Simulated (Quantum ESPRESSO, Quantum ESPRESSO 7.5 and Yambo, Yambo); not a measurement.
## Quasiparticle gap of ZnSe (Stilleite) in Yambo

How does a plane-wave GW calculation on ZnSe (Stilleite) run from the first input to the gap?

Main program and level: Quantum ESPRESSO 7.5 and Yambo 5.3.0; PBE and many-body steps on it, plane waves.

**The experiments to reproduce.**

- Gap 2.695 ± 0.003 eV: excitonic gap from free-exciton PL, not corrected for exciton binding; photoluminescence; 300 K; bulk crystal (Bridgman-grown crystal, polished and etched) (“Alloy Disordering Effects on the Thermal Conductivity and Energy Gap Temperature Dependence of Cd1−xZnxSe Ternary Crystals Grown by the Bridgman Method”, 2023, pmc:10253836).

**1. Starting point**

Symmetry: F-43m, No. 216, cubic system. The conventional cell has a = 5.668 Å, b = 5.668 Å, c = 5.668 Å, α = 90.00°, β = 90.00°, γ = 90.00°. Nearest to Zn lie 4 Se at 2.45 Å. Se has 4 Zn at 2.45 Å nearest. Farther neighbours and most contacts between anions are not listed.

The cell and positions come from the Crystallography Open Database and are kept as given unless a step says otherwise.

**2. Ground state**

This step: Quantum ESPRESSO 7.5; DFT, PBE, plane waves, norm-conserving pseudopotentials.

The ground-state density comes first.

pw.in reads:

```
&control
  calculation = 'scf'
  prefix = 'x'
  outdir = 'o'
  pseudo_dir = 'pseudo'
/
&system
  ibrav = 0
  nat = 2
  ntyp = 2
  ecutwfc = 104.0
  nbnd = 27
  force_symmorphic = .true.
/
&electrons
  conv_thr = 1e-10
  electron_maxstep = 80
  mixing_beta = 0.5
/
ATOMIC_SPECIES
  Zn 65.38 Zn.upf
  Se 78.971 Se.upf
CELL_PARAMETERS angstrom
  -0.0000000000 2.8338000000 2.8338000000
  2.8338000000 -0.0000000000 2.8338000000
  2.8338000000 2.8338000000 0.0000000000
ATOMIC_POSITIONS crystal
  Zn 0.0000000000 0.0000000000 0.0000000000
  Se 0.2500000000 0.2500000000 0.2500000000
K_POINTS automatic
  6 6 6 0 0 0
```

Launch:

```
$ OMP_NUM_THREADS=1 mpirun -n 4 pw.x -nk 4 -in pw.in > pw.out
```

The log of the run:

```text
Program PWSCF v.7.5 starts

     This program is part of the open-source Quantum ESPRESSO suite
     for quantum simulation of materials; please cite
         "P. Giannozzi et al., J. Phys.:Condens. Matter 21 395502 (2009);
         "P. Giannozzi et al., J. Phys.:Condens. Matter 29 465901 (2017);
         "P. Giannozzi et al., J. Chem. Phys. 152 154105 (2020);
     in publications or presentations arising from this work. More details at
     Message from routine setup:
     using ibrav=0 with symmetry is DISCOURAGED, use correct ibrav instead

     G-vector sticks info

     bravais-lattice index     =            0
     lattice parameter (alat)  =       7.5733  a.u.
     unit-cell volume          =     307.1384 (a.u.)^3
     number of atoms/cell      =            2
     number of atomic types    =            2
     number of electrons       =        44.00
     number of Kohn-Sham states=           27
     kinetic-energy cutoff     =     104.0000  Ry
     charge density cutoff     =     416.0000  Ry
     scf convergence threshold =      1.0E-10
     mixing beta               =       0.5000
     number of iterations used =            8  plain     mixing
     Exchange-correlation= PBE
                           (   1   4   3   4   0   0   0)

     celldm(1)=   7.573263  celldm(2)=   0.000000  celldm(3)=   0.000000
     celldm(4)=   0.000000  celldm(5)=   0.000000  celldm(6)=   0.000000

     crystal axes: (cart. coord. in units of alat)
               a(1) = (  -0.000000   0.707107   0.707107 )
               a(2) = (   0.707107  -0.000000   0.707107 )
               a(3) = (   0.707107   0.707107   0.000000 )

     reciprocal axes: (cart. coord. in units 2 pi/alat)
               b(1) = ( -0.707107  0.707107  0.707107 )
               b(2) = (  0.707107 -0.707107  0.707107 )
               b(3) = (  0.707107  0.707107 -0.707107 )
     Pseudo is Norm-conserving + core correction, Zval = 20.0
     Generated using ONCVPSP code by D. R. Hamann
     Using radial grid of 1326 points,  6 beta functions with:
     Pseudo is Norm-conserving + core correction, Zval = 24.0
     Generated using ONCVPSP code by D. R. Hamann
     Using radial grid of 1214 points,  6 beta functions with:
     Zn               20.00    65.38000     Zn( 1.00)
     Se               24.00    78.97100     Se( 1.00)

     24 Sym. Ops. (no inversion) found

   Cartesian axes

     site n.     atom                  positions (alat units)
         1        Zn     tau(   1) = (   0.0000000   0.0000000   0.0000000  )
         2        Se     tau(   2) = (   0.3535534   0.3535534   0.3535534  )

     number of k points=    16
                       cart. coord. in units 2pi/alat
        k(    1) = (   0.0000000   0.0000000   0.0000000), wk =   0.0092593
        k(    2) = (   0.1178511   0.1178511  -0.1178511), wk =   0.0740741
        k(    3) = (   0.2357023   0.2357023  -0.2357023), wk =   0.0740741
        k(    4) = (  -0.3535534  -0.3535534   0.3535534), wk =   0.0370370
        k(    5) = (   0.2357023   0.0000000  -0.0000000), wk =   0.0555556
        k(    6) = (   0.3535534   0.1178511  -0.1178511), wk =   0.2222222
        k(    7) = (  -0.2357023  -0.4714045   0.4714045), wk =   0.2222222
        k(    8) = (  -0.1178511  -0.3535534   0.3535534), wk =   0.2222222
        k(    9) = (   0.0000000  -0.2357023   0.2357023), wk =   0.1111111
        k(   10) = (   0.4714045   0.0000000  -0.0000000), wk =   0.0555556
     [... 4 further rows ...]
        k(   15) = (  -0.1178511  -0.3535534   0.5892557), wk =   0.2222222
        k(   16) = (  -0.7071068   0.2357023   0.0000000), wk =   0.1111111

     Dense  grid:    44039 G-vectors     FFT dimensions: (  50,  50,  50)

     Initial potential from superposition of free atoms

     starting charge      43.9998, renormalised to      44.0000
     Starting wfcs are   23 randomized atomic wfcs +    4 random wfcs

     per-process dynamical memory:    37.3 Mb

     Self-consistent Calculation

     iteration #  1     ecut=   104.00 Ry     beta= 0.50

     Threshold (ethr) on eigenvalues was too large:
     Diagonalizing with lowered threshold

     total energy              =   -1094.69459579 Ry
     estimated scf accuracy    <       0.06864132 Ry

     iteration #  2     ecut=   104.00 Ry     beta= 0.50

     total energy              =   -1094.71110476 Ry
     estimated scf accuracy    <       0.00757748 Ry

     iteration #  3     ecut=   104.00 Ry     beta= 0.50

     total energy              =   -1094.71208361 Ry
     estimated scf accuracy    <       0.00096098 Ry

     iteration #  4     ecut=   104.00 Ry     beta= 0.50

     total energy              =   -1094.71214416 Ry
     estimated scf accuracy    <       0.00004355 Ry

     iteration #  5     ecut=   104.00 Ry     beta= 0.50

     total energy              =   -1094.71215038 Ry
     estimated scf accuracy    <       0.00000275 Ry

     iteration #  6     ecut=   104.00 Ry     beta= 0.50

     total energy              =   -1094.71215092 Ry
     estimated scf accuracy    <       0.00000008 Ry

     iteration #  7     ecut=   104.00 Ry     beta= 0.50

     total energy              =   -1094.71215094 Ry
     estimated scf accuracy    <          6.8E-09 Ry

     iteration #  8     ecut=   104.00 Ry     beta= 0.50

     total energy              =   -1094.71215094 Ry
     estimated scf accuracy    <          8.0E-10 Ry

     iteration #  9     ecut=   104.00 Ry     beta= 0.50

     total energy              =   -1094.71215094 Ry
     estimated scf accuracy    <          8.3E-10 Ry

     iteration # 10     ecut=   104.00 Ry     beta= 0.50

     End of self-consistent calculation

          k = 0.0000 0.0000 0.0000 (  5577 PWs)   bands (ev):

  -198.4430-137.9212-137.9212-137.9212-116.4660 -70.6256 -70.6256 -70.6256
   -38.0966 -38.0966 -38.0966 -38.0925 -38.0925  -4.4790   2.2368   2.2368
     2.2368   2.6049   2.6049   8.7791   8.7791   8.7791  10.0703  14.5929
    14.5929  14.5929  18.7189

          k = 0.1179 0.1179-0.1179 (  5510 PWs)   bands (ev):

  -198.4430-137.9212-137.9212-137.9212-116.4660 -70.6256 -70.6256 -70.6256
   -38.0966 -38.0965 -38.0965 -38.0924 -38.0924  -4.3047   2.2533   2.2634
     2.2634   2.6032   2.6032   6.8758   8.5270   8.5270  11.3325  14.6604
    14.9952  14.9952  19.2604

          k = 0.2357 0.2357-0.2357 (  5504 PWs)   bands (ev):

  -198.4430-137.9212-137.9212-137.9212-116.4660 -70.6257 -70.6256 -70.6256
   -38.0965 -38.0964 -38.0964 -38.0924 -38.0924  -3.9136   2.3079   2.3079
     2.4075   2.6115   2.6115   4.7258   8.1000   8.1000  11.4635  15.2671
    15.2671  16.3556  19.2138

          k =-0.3536-0.3536 0.3536 (  5480 PWs)   bands (ev):

     [... further k-points ...]

     highest occupied, lowest unoccupied level (ev):     8.7791   10.0703

!    total energy              =   -1094.71215094 Ry
     estimated scf accuracy    <          1.7E-12 Ry

     The total energy is the sum of the following terms:
     one-electron contribution =    -960.68639518 Ry
     hartree contribution      =     458.33134232 Ry
     xc contribution           =    -102.66706941 Ry
     ewald contribution        =    -489.69002867 Ry

     convergence has been achieved in  10 iterations

     XML data file, charge density, pseudopotentials, collected wavefunctions

=------------------------------------------------------------------------------=
   JOB DONE.
=------------------------------------------------------------------------------=
```

Wall time 13 s (4 MPI ranks of Arm Neoverse V1, shared host); peak memory 0.34 GiB; 52 s of CPU time.

Numbers from this step:

```
total energy               : -14894.3176 eV
gap                        : 1.291 eV
k of the valence top       : 0, 0, 0
k of the conduction bottom : 0, 0, 0
least direct gap           : 1.291 eV
```

The gap is direct, at Γ.

**3. Bands along the symmetry lines**

The cheap functional maps the bands first; the places of the edges decide which points the dearer methods must see.

pw.in reads:

```
&control
  calculation = 'bands'
  prefix = 'x'
  outdir = 'o'
  pseudo_dir = 'pseudo'
/
&system
  ibrav = 0
  nat = 2
  ntyp = 2
  ecutwfc = 104.0
  nbnd = 28
  force_symmorphic = .true.
/
&electrons
  conv_thr = 1e-9
  electron_maxstep = 80
  diago_full_acc = .true.
  diago_thr_init = 5e-6
/
ATOMIC_SPECIES
  Zn 65.38 Zn.upf
  Se 78.971 Se.upf
CELL_PARAMETERS angstrom
  -0.0000000000 2.8338000000 2.8338000000
  2.8338000000 -0.0000000000 2.8338000000
  2.8338000000 2.8338000000 0.0000000000
ATOMIC_POSITIONS crystal
  Zn 0.0000000000 0.0000000000 0.0000000000
  Se 0.2500000000 0.2500000000 0.2500000000
K_POINTS crystal
  50
  0.00000000 0.00000000 0.00000000 1
  -0.06250000 -0.06250000 0.00000000 1
  -0.12500000 -0.12500000 0.00000000 1
  -0.18750000 -0.18750000 0.00000000 1
  -0.25000000 -0.25000000 0.00000000 1
  -0.31250000 -0.31250000 0.00000000 1
  -0.37500000 -0.37500000 0.00000000 1
  -0.43750000 -0.43750000 0.00000000 1
  -0.50000000 -0.50000000 0.00000000 1
  -0.48437500 -0.48437500 0.03125000 1
  -0.46875000 -0.46875000 0.06250000 1
  -0.45312500 -0.45312500 0.09375000 1
  -0.43750000 -0.43750000 0.12500000 1
  -0.42187500 -0.42187500 0.15625000 1
  -0.40625000 -0.40625000 0.18750000 1
  -0.39062500 -0.39062500 0.21875000 1
  -0.37500000 -0.37500000 0.25000000 1
  -0.37500000 0.00000000 0.37500000 1
  -0.32812500 0.00000000 0.32812500 1
  -0.28125000 0.00000000 0.28125000 1
  -0.23437500 0.00000000 0.23437500 1
  -0.18750000 0.00000000 0.18750000 1
  -0.14062500 0.00000000 0.14062500 1
  -0.09375000 0.00000000 0.09375000 1
  -0.04687500 0.00000000 0.04687500 1
  0.00000000 0.00000000 0.00000000 1
  0.00000000 0.00000000 0.06250000 1
  0.00000000 0.00000000 0.12500000 1
  0.00000000 0.00000000 0.18750000 1
  0.00000000 0.00000000 0.25000000 1
  0.00000000 0.00000000 0.31250000 1
  0.00000000 0.00000000 0.37500000 1
  0.00000000 0.00000000 0.43750000 1
  0.00000000 0.00000000 0.50000000 1
  -0.06250000 -0.03125000 0.46875000 1
  -0.12500000 -0.06250000 0.43750000 1
  -0.18750000 -0.09375000 0.40625000 1
  -0.25000000 -0.12500000 0.37500000 1
  -0.31250000 -0.15625000 0.34375000 1
  -0.37500000 -0.18750000 0.31250000 1
  -0.43750000 -0.21875000 0.28125000 1
  -0.50000000 -0.25000000 0.25000000 1
  -0.50000000 -0.28125000 0.21875000 1
  -0.50000000 -0.31250000 0.18750000 1
  -0.50000000 -0.34375000 0.15625000 1
  -0.50000000 -0.37500000 0.12500000 1
  -0.50000000 -0.40625000 0.09375000 1
  -0.50000000 -0.43750000 0.06250000 1
  -0.50000000 -0.46875000 0.03125000 1
  -0.50000000 -0.50000000 0.00000000 1
```

The log of the run:

```text
[banner, memory and clock lines left out]
Program PWSCF v.7.5 starts

     Atomic positions and unit cell read from directory:
     o/x.save/

     Message from routine setup:
     using ibrav=0 with symmetry is DISCOURAGED, use correct ibrav instead

     G-vector sticks info

     bravais-lattice index     =            0
     lattice parameter (alat)  =       7.5733  a.u.
     unit-cell volume          =     307.1384 (a.u.)^3
     number of atoms/cell      =            2
     number of atomic types    =            2
     number of electrons       =        44.00
     number of Kohn-Sham states=           28
     kinetic-energy cutoff     =     104.0000  Ry
     charge density cutoff     =     416.0000  Ry
     Exchange-correlation= PBE
                           (   1   4   3   4   0   0   0)

     celldm(1)=   7.573263  celldm(2)=   0.000000  celldm(3)=   0.000000
     celldm(4)=   0.000000  celldm(5)=   0.000000  celldm(6)=   0.000000

     crystal axes: (cart. coord. in units of alat)
               a(1) = (  -0.000000   0.707107   0.707107 )
               a(2) = (   0.707107  -0.000000   0.707107 )
               a(3) = (   0.707107   0.707107   0.000000 )

     reciprocal axes: (cart. coord. in units 2 pi/alat)
               b(1) = ( -0.707107  0.707107  0.707107 )
               b(2) = (  0.707107 -0.707107  0.707107 )
               b(3) = (  0.707107  0.707107 -0.707107 )
     Pseudo is Norm-conserving + core correction, Zval = 20.0
     Generated using ONCVPSP code by D. R. Hamann
     Using radial grid of 1326 points,  6 beta functions with:
     Pseudo is Norm-conserving + core correction, Zval = 24.0
     Generated using ONCVPSP code by D. R. Hamann
     Using radial grid of 1214 points,  6 beta functions with:
     Zn               20.00    65.38000     Zn( 1.00)
     Se               24.00    78.97100     Se( 1.00)

     24 Sym. Ops. (no inversion) found

   Cartesian axes

     site n.     atom                  positions (alat units)
         1        Zn     tau(   1) = (   0.0000000   0.0000000   0.0000000  )
         2        Se     tau(   2) = (   0.3535534   0.3535534   0.3535534  )

     number of k points=    50
                       cart. coord. in units 2pi/alat
        k(    1) = (   0.0000000   0.0000000   0.0000000), wk =   0.0400000
        k(    2) = (   0.0000000   0.0000000  -0.0883883), wk =   0.0400000
        k(    3) = (   0.0000000   0.0000000  -0.1767767), wk =   0.0400000
[...]
[... 38 further rows ...]
        k(   49) = (   0.0441942  -0.0000000  -0.7071068), wk =   0.0400000
        k(   50) = (   0.0000000   0.0000000  -0.7071068), wk =   0.0400000

     Dense  grid:    44039 G-vectors     FFT dimensions: (  50,  50,  50)

     The potential is recalculated from file :
     o/x.save/charge-density

     Starting wfcs are   23 randomized atomic wfcs +    5 random wfcs

     Band Structure Calculation

     End of band structure calculation

          k = 0.0000 0.0000 0.0000 (  5577 PWs)   bands (ev):

  -198.4430-137.9212-137.9212-137.9212-116.4660 -70.6256 -70.6256 -70.6256
   -38.0966 -38.0966 -38.0966 -38.0925 -38.0925  -4.4790   2.2368   2.2368
     2.2368   2.6048   2.6048   8.7791   8.7791   8.7791  10.0703  14.5929
    14.5929  14.5929  18.7189  20.2713

          k = 0.0000 0.0000-0.0884 (  5533 PWs)   bands (ev):

  -198.4430-137.9212-137.9212-137.9212-116.4660 -70.6257 -70.6256 -70.6256
   -38.0966 -38.0965 -38.0965 -38.0925 -38.0924  -4.4446   2.2344   2.2444
[...]
14.7705  14.7705  19.0507  19.4940

          k = 0.0000 0.0000-0.1768 (  5513 PWs)   bands (ev):

  -198.4430-137.9212-137.9212-137.9212-116.4660 -70.6257 -70.6257 -70.6257
[...]
15.2587  15.2587  18.2447  20.0328

          k =-0.0000 0.0000-0.2652 (  5525 PWs)   bands (ev):

[...]
k = 0.0000 0.0000-0.3536 (  5457 PWs)   bands (ev):

[...]
k = 0.0000-0.0000-0.4419 (  5498 PWs)   bands (ev):

[...]
k =-0.0000 0.0000-0.5303 (  5514 PWs)   bands (ev):

[...]
k = 0.0000-0.0000-0.6187 (  5514 PWs)   bands (ev):

[...]
k = 0.5303-0.0000-0.5303 (  5486 PWs)   bands (ev):

[...]
k = 0.0000 0.0000 0.0000 (  5577 PWs)   bands (ev):

[...]
k = 0.1326 0.0000-0.7071 (  5496 PWs)   bands (ev):

[...]
k = 0.0884-0.0000-0.7071 (  5482 PWs)   bands (ev):

[...]
k = 0.0442-0.0000-0.7071 (  5482 PWs)   bands (ev):

  -198.4430-137.9212-137.9212-137.9212-116.4660 -70.6257 -70.6257 -70.6257
[...]
19.3693  19.8449  20.0979  22.7170

          k = 0.0000 0.0000-0.7071 (  5514 PWs)   bands (ev):

  -198.4430-137.9212-137.9212-137.9212-116.4660 -70.6257 -70.6257 -70.6257
   -38.0967 -38.0962 -38.0962 -38.0925 -38.0923  -3.4224   2.2680   2.4896
     2.4896   2.6531   2.7852   4.0297   6.5968   6.5968  11.7736  12.2469
    19.5147  20.0353  20.0353  22.7657

     XML data file, pseudopotentials, collected wavefunctions
```

The job ended after 8.3 s (4 MPI ranks; peak memory 0.27 GiB; 33 s of CPU time).

Numbers from this step:

* gap: 1.291 eV
* k of the valence top: 0, 0, 0
* k of the conduction bottom: 0, 0, 0
* least direct gap: 1.291 eV

The gap is 1.291 eV, as in the run before at this level.

Electronic bands along the path, in eV, zero at the top of the highest filled band:

```
    point  band 19  band 20  band 21  band 22  band 23  band 24  band 25  band 26
        Γ    -6.17     0.00     0.00     0.00     1.29     5.81     5.81     5.81
  halfway    -6.15    -2.88    -1.25    -1.25     3.93     4.04     8.04     8.04
        X    -5.99    -4.75    -2.18    -2.18     2.99     3.47    10.74    11.26
  halfway    -5.96    -4.74    -2.56    -2.08     3.26     4.06     9.97    10.51
        U    -5.91    -4.71    -3.08    -1.79     3.59     5.60     9.05     9.28
jump to K    -5.91    -4.71    -3.08    -1.79     3.59     5.60     9.05     9.28
  halfway    -6.15    -3.33    -1.73    -0.49     3.79     5.97     6.67     6.69
        Γ    -6.17     0.00     0.00     0.00     1.29     5.81     5.81     5.81
  halfway    -6.17    -3.04    -0.48    -0.48     2.75     6.45     6.45     6.57
        L    -6.01    -5.22    -0.87    -0.87     2.55     6.39     6.39     8.58
  halfway    -5.96    -4.89    -2.40    -1.46     4.23     5.56     7.42     8.68
        W    -5.87    -4.68    -2.76    -2.66     5.49     5.56     6.97     7.72
  halfway    -5.93    -4.72    -2.48    -2.43     3.88     4.29     9.22     9.31
        X    -5.99    -4.75    -2.18    -2.18     2.99     3.47    10.74    11.26
```

(Part 1 of 3 ends here.)

[Paths, hosts, dates, memory and timing lines, banners, echoed tables and standing remarks are left out of the program output.]

[Logs are printed without paths, hosts, clocks, repeated set-up lines and the standing remarks that a program may print on its own settings, such as how far it seeks lower states.]

[Runs of the session that timed out or met a known fault of the program may be left out.]

[Hosts, paths, dates, database ids (printed as entryN), source tags and the programs' standing remarks are cut or masked in the printed files.]
